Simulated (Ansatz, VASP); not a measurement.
# Two plane-wave programs on MgS

```
CELL_PARAMETERS angstrom
0.00000 2.83312 2.83312
2.83312 0.00000 2.83312
2.83312 2.83312 0.00000
ATOMIC_POSITIONS crystal
Mg 0.96470 0.03530 0.96470
S 0.75000 0.75000 0.75000
```

Alike in both runs: task single point; functional LDA; k mesh 8 × 8 × 8; occupations gaussian, width 0.05 eV; no spin polarisation.

|  | VASP | Ansatz |
| --- | --- | --- |
| version | VASP 6.6.1 | Ansatz 0.2.0 |
| potentials or method | VASP PAW LDA potentials, release 64 (Mg, S) | scalar-relativistic, plane waves, PAW |
| plane-wave cutoff (eV) | 520 | 420 |
| valence electrons in the cell | 8 | 16 |

Ansatz gave:

```
gap on the k mesh at the Fermi level (eV)       : 2.92
least direct gap on the mesh (eV)               : 2.92
pressure (GPa)                                  : -1.3
largest component of the traceless stress (GPa) : 3.95
rms of the force components (eV/Å)              : 0.598
```

Task: Which values does VASP return?

Result: gap on the k mesh at the Fermi level (eV): 2.94; least direct gap on the mesh (eV): 2.94; pressure (GPa): -1.6; largest component of the traceless stress (GPa): 4.00; rms of the force components (eV/Å): 0.600.

Atom by atom the forces differ by 0.002 eV/Å (rms over components). The two sets of potentials don't hold the same shells in valence.

Caveats: forces of over 1 eV/Å show positions far from the minimum, so gaps and moduli don't describe the material at rest. A k mesh can miss the band edges.
